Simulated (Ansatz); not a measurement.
ZnS: from supercell energies to defect levels (H interstitial)

All numbers below come from DFT PBE, scalar-relativistic, plane waves, PAW in Ansatz 0.2.0. Run with 420 eV cutoff, 2×2×2 k-mesh, Gaussian smearing of 0.01 eV, collinear spin in charge 0 alone.

Host crystal, relaxed:

```
Zn S
1.0
     1.92310    1.11030    9.44929
    -1.92310    1.11030    9.44929
     0.00000   -2.22061    9.44929
Zn S
3 3
Cartesian
  0.0000 0.0000 28.3469
  0.0000 0.0000 6.3004
  0.0000 0.0000 12.6015
  0.0000 0.0000 2.3612
  0.0000 0.0000 14.9635
  0.0000 0.0000 8.6582
```

The H interstitial was set at (0.800, 0.825, 0.825) of the host cell, in a supercell of 30 sites (605 Å³), relaxed at fixed cell in each charge q, from a start with the atoms near it displaced at random. In charges +1, 0, -1 some atom moved by up to 2.5 Å, so the relaxed defect can differ in kind from the start: near the site, 2 Zn at 2.45 Å, 1 Zn at 2.53 Å, 2 S at 2.53 Å, 1 S at 2.60 Å, 1 S at 2.88 Å, 2 S at 2.94 Å became 1 S at 1.35 Å, 1 Zn at 2.11 Å, 1 Zn at 2.98 Å, 1 Zn at 3.00 Å, 1 Zn at 3.01 Å (charge +1); 1 Zn at 1.92 Å, 1 Zn at 2.37 Å, 1 Zn at 2.43 Å (charge 0); 1 Zn at 1.79 Å, 1 Zn at 1.83 Å, 1 Zn at 2.22 Å (charge -1). The host's Kohn–Sham gap is 2.06 eV and its static dielectric constant 9.3 (mean). For each charge: the supercell's free energy over the neutral one with q electrons exchanged at the valence band top, F(q) − F(0) + qE_v; the image-charge term; and the term that aligns the potential far from the defect with the host's.

| q | F(q) − F(0) + qE_v (eV) | image charge (eV) | alignment (eV) |
| --- | --- | --- | --- |
| +1 | -2.334 | 0.250 | 0.011 |
| 0 | 0.000 | 0.000 | 0.000 |
| -1 | 0.816 | 0.250 | -0.005 |

Problem. Add the terms and find the levels between neighbouring charges, ε(q/q′) = [A(q′) − A(q)]/(q − q′), with and without the two corrections.

Solution. A(q): -2.073 eV for +1, 0.000 eV for 0, 1.061 eV for -1.
```tsv
level	corrected (eV over E_v)	uncorrected (eV)
(+1/0)	2.07	2.33
(0/-1)	1.06	0.82
```

As a check, a point charge in a simple cubic cell of this volume has q²αe²/(2εL) = 0.260 q² eV (e² = 14.40 eV Å, α = 2.837, L = 8.46 Å); the shape of the real cell and the anisotropy of ε can change it somewhat. The term grows as q², so it pushes donor levels down and acceptor levels up.

Problem. Which of these charges is lowest with the Fermi level at the valence band top, at mid-gap and at the conduction band bottom?

Solution. The line A(q) + qE_F that lies lowest gives the charge: +1 at E_F = 0.00 eV, +1 at E_F = 1.03 eV, -1 at E_F = 2.06 eV. The level (+1/0) lies above (0/-1), so charge 0 is never the lowest: a negative-U pattern, with a direct (+1/-1) level at 1.57 eV. (+1/0) falls outside this Kohn–Sham gap, so the change of charge isn't reached within it; the real gap is usually wider and may hold a localised level, while a level that comes from a carrier in the host's bands only marks the band edge and moves with it. Charges beyond those computed could lie lower near the band edges.

Problem. The neutral defect forms at 2.28 eV with atoms taken from and returned to the elements. What are the formation energies at those three Fermi levels, and what share of sites would hold the defect at 1200 K with E_F at mid-gap, if the host still stood at that temperature?

Solution. E_f = E_f(0) + A(q) + qE_F = 0.21, 1.24, 1.29 eV. In the dilute limit the share is exp(−E_f/k_BT) = exp(−1.237/0.1034) = 6.4×10⁻⁶, leaving out degeneracy and vibrational entropy. This is the H-rich limit; a poorer supply of H, or a competing compound of it, raises E_f. The small cell and the narrow Kohn–Sham gap leave errors of tenths of an eV or more, which change the share by orders of magnitude.

This form isn't the usual stable structure of the compound.